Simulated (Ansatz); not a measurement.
Sb3S: from a trial structure to a relaxed crystal

Computed with DFT r2SCAN, scalar-relativistic, plane waves, PAW (Ansatz 0.2.0). Cutoff 500 eV, Γ-centred k mesh, Gaussian smearing, no spin polarisation in the final step.

The start puts Sb3S on the Li3N structure type (P6/mmm, No. 191), with S in place of N, Sb in place of Li, at a guessed volume.

```
Sb S
1.0
     4.93010    0.00000    0.00000
    -2.46505    4.26959    0.00000
     0.00000    0.00000    5.20321
Sb S
3 1
Direct
  0.00000 0.00000 0.50000
  0.33333 0.66667 0.00000
  0.66667 0.33333 0.00000
  0.00000 0.00000 0.00000
```

Cell and atoms relax at zero pressure; the relaxation can't lower the symmetry of the start. After a coarse first stage the cell is made exact in the group found at 0.06 Å.

Formation energies are uncorrected and refer to the elements' standard structures at the same level.

(1) Which crystal results?

(2) What are its volume, energy, density and gap?

Answers

(1) It keeps P6/mmm (No. 191). The result has the Li3N structure. Conventional cell: a = 5.247 Å, c = 5.179 Å. Sb on Wyckoff site b (1 atom of the primitive cell) has 2 S at 2.59 Å; around Sb on Wyckoff site c (2 atoms of the primitive cell) lie 3 S at 3.03 Å and 3 Sb at 3.03 Å; S has 2 Sb at 2.59 Å and 6 Sb at 3.03 Å.

```cif
data_structure
_symmetry_space_group_name_H-M 'P6/mmm'
_symmetry_Int_Tables_number 191
_cell_length_a 5.2471
_cell_length_b 5.2471
_cell_length_c 5.1789
_cell_angle_alpha 90.000
_cell_angle_beta 90.000
_cell_angle_gamma 120.000
_cell_volume 123.48
loop_
_atom_site_label
_atom_site_type_symbol
_atom_site_symmetry_multiplicity
_atom_site_Wyckoff_symbol
_atom_site_fract_x
_atom_site_fract_y
_atom_site_fract_z
_atom_site_occupancy
Sb1 Sb 1 b 0.00000 0.00000 0.50000 1
Sb2 Sb 2 c 0.33333 0.66667 0.00000 1
S1 S 1 a 0.00000 0.00000 0.00000 1
```

(2) The volume per atom is 30.87 Å³ and the density is 5.34 g/cm³. The energy over the elements is 0.68 eV/atom and the gap on the 12×12×10 mesh is 0 eV (a metal).

The final run used a 12×12×10 mesh on its 4-atom cell and 0.10 eV smearing. The k mesh leaves about 4 meV/atom of noise in metals. Spin–orbit coupling is left out. Symmetry constrained the relaxation, so the result can be a saddle point.

Cost: 3 runs of about 3.5 core-minutes in all, on Intel Xeon Platinum 8375C (Ice Lake) (shared hosts).